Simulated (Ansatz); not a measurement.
**From formation energies to a reaction energy: Cd2Se**

All numbers below come from DFT PBE, scalar-relativistic, plane waves, PAW in Ansatz. Settings: cutoff 420 eV, Γ-centred meshes spaced at most about 0.3 Å⁻¹ (2π included), Gaussian smearing. No spin polarisation.

Formation energies are uncorrected and refer to the elements' standard structures at the same level.

All energies are static (0 K, no zero-point motion). The reference form of Se is held partly by dispersion forces, which this level lacks.

A trial structure of Cd2Se (reached from: random cell; relaxed: space group F-43m (No. 216), a = 6.844 Å) has a formation energy of -0.053 eV/atom. At its composition the lowest mixture among the elements and 2 reference phases computed alike (others may be missing) consists of these:

| phase | source | ΔE_f (eV/atom) |
| --- | --- | --- |
| Cd (solid) | element | -0.006 |
| CdSe (F-43m) | Materials Project | -0.633 |

The lowest database cell of Cd (-0.006) lies slightly below the reference, hence the non-zero entry.

Question: Write the balanced decomposition and find its energy per atom, per formula unit and per mole of formula units.

Answer: Balancing Cd and Se gives Cd2Se → Cd + CdSe. The left side holds 3 atoms, and the products take 1/3 (Cd) and 2/3 (CdSe) of them. The mixture therefore lies at 1/3 × (-0.006) + 2/3 × (-0.633) = -0.424 eV/atom. The reaction energy is -0.424 − (-0.053) = -0.371 eV/atom. Times 3 atoms that is -1.113 eV per Cd2Se, and times 96.485 it is -107 kJ per mole of Cd2Se. Decomposition is downhill, so the trial structure is unstable against this mixture.
